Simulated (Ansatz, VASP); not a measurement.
## Ni3Ge in VASP and in Ansatz

```
CELL_PARAMETERS angstrom
3.53033 0.00000 0.00000
0.00000 3.53033 0.00000
0.00000 0.00000 3.53033
ATOMIC_POSITIONS crystal
Ni 0.50000 0.00000 0.50000
Ni 0.00000 0.50000 0.50000
Ni 0.50000 0.50000 0.00000
Ge 0.00000 0.00000 0.00000
```

Alike in both runs: task single point; functional r2SCAN; k mesh 8 × 8 × 8; occupations gaussian, width 0.1 eV; no spin polarisation.

```csv
,VASP,Ansatz
version,VASP 6.6.1,Ansatz 0.2.0
potentials or method,"VASP PAW PBE potentials, release 64 (Ni, Ge_d)","scalar-relativistic, plane waves, PAW"
plane-wave cutoff (eV),520,500
valence electrons in the cell,44,68
```

VASP gave:

* gap on the k mesh at the Fermi level (eV): none
* pressure (GPa): 0.8

Task: What did Ansatz give for the same quantities?

Result: gap on the k mesh at the Fermi level (eV): none; pressure (GPa): 0.4.

A gap of «none» marks a metal or a gap that the smearing closes. The functional is the same, so the differences come from potentials, cutoffs and numerics. The two sets of potentials don't hold the same shells in valence.

Caveats: the PAW data sets were made with another functional, which shifts forces and pressure a little (VASP). Spin polarisation is off, so any magnetic state and its effect on volume and gap are missing.
